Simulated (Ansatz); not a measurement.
Ni: equation of state with LDA

Crystal: Ni.

```xyz
1
Lattice="-1.3837 1.3837 1.3837 1.3837 -1.3837 1.3837 1.3837 1.3837 -1.3837" Properties=species:S:1:pos:R:3 pbc="T T T"
Ni    0.0000    0.0000    0.0000
```

This isn't the form of Ni at room conditions, which is fcc.

```yaml
Program: Ansatz 0.2.0
Task: equation of state
Functional: LDA
Potentials_or_basis: Ansatz PAW
Cutoff: 420 eV
Density_cutoff: 1680 eV
k_mesh: 13 × 13 × 13
Occupations: fermi-dirac, width 0.05 eV
Spin: collinear spin, ferromagnetic start
Starting_moments: "[1.0] μB"
```

The equilibrium volume is 10.06 Å³/atom (rough: see the caveat). The bulk modulus is 210 GPa (rough).

Energy against volume, from the lowest point:
```tsv
volume (Å³/atom)	energy (meV/atom)
9.962	0.00
10.174	0.30
10.385	6.05
10.597	17.02
10.809	33.03
11.021	53.55
11.233	78.06
```

All runs of the series together: 18 s on 2 threads of AMD EPYC 7R13 Processor (Zen 3), with other jobs on the host.

Caveat: the fit is doubtful: noisy points or a state that changes with volume.
